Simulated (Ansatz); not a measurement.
Theory: DFT PBE, scalar-relativistic, plane waves, PAW in Ansatz. Settings: cutoff 420 eV, Γ-centred meshes spaced at most about 0.3 Å⁻¹, and about 0.25 Å⁻¹ or finer for metals (2π included), Gaussian smearing. No spin polarisation.

Temperature and zero-point effects are left out.

Compare these two cells of SrSn2O3, each relaxed at this level.

A.

```
Sr Sn O
1.0
     5.72634    0.00000    0.00000
    -2.86317    4.95915    0.00000
     0.00000    0.00000    6.14177
Sr Sn O
1 2 3
Direct
  0.00000 0.00000 0.51388
  0.66667 0.33333 0.21484
  0.33333 0.66667 0.21484
  0.50000 0.50000 0.41669
  0.50000 0.00000 0.41669
  0.00000 0.50000 0.41669
```

B.

```
Sr Sn O
1.0
     6.10797    0.00000    0.00000
    -3.05399    5.28966    0.00000
     0.00000    0.00000    3.33168
Sr Sn O
1 2 3
Direct
  0.00000 0.00000 0.00000
  0.66667 0.33333 0.00000
  0.33333 0.66667 0.00000
  0.00000 0.50000 0.50000
  0.50000 0.00000 0.50000
  0.50000 0.50000 0.50000
```

Problem. Which would you expect to be lower, and how large is the difference?

Solution. A is lower, by 0.61 eV/atom. A has space group P6mm (No. 183), 29.1 Å³/atom and a gap of 1.30 eV on its mesh; B has space group P6/mmm (No. 191), 17.9 Å³/atom and no gap. Counting O atoms around Sn and Sr (those within 1.25 times the shortest such distance or 1.15 times the sum of covalent radii; the shortest distance is added where it is long for a bond), A has Sr 6, Sn 3 and B has Sr 12 from 3.5 Å, Sn 6 from 2.4 Å. In A, Sr has 6 O at 2.92 Å and 6 Sn at 3.78 Å; Sn has 3 O at 2.07 Å, 3 Sn at 3.31 Å and 3 Sr at 3.78 Å; around O lie 2 Sn at 2.07 Å, 4 O at 2.86 Å and 2 Sr at 2.92 Å. In B, Sr is surrounded by 2 Sr at 3.33 Å, 12 O at 3.48 Å and 6 Sn at 3.53 Å; around Sn lie 6 O at 2.43 Å, 5 Sn at 3.33–3.53 Å and 3 Sr at 3.53 Å; O has 4 Sn at 2.43 Å, 4 O at 3.05 Å, 2 O at 3.33 Å and 4 Sr at 3.48 Å. Both come from invented guesses.

No dispersion correction is applied, so the spacing and binding between layers, chains or molecules are poorly described (P6mm), and this can change margins and order among such cells. Kohn–Sham gaps at this level usually fall short of measured ones. Cells relaxed within their symmetry can be saddle points.
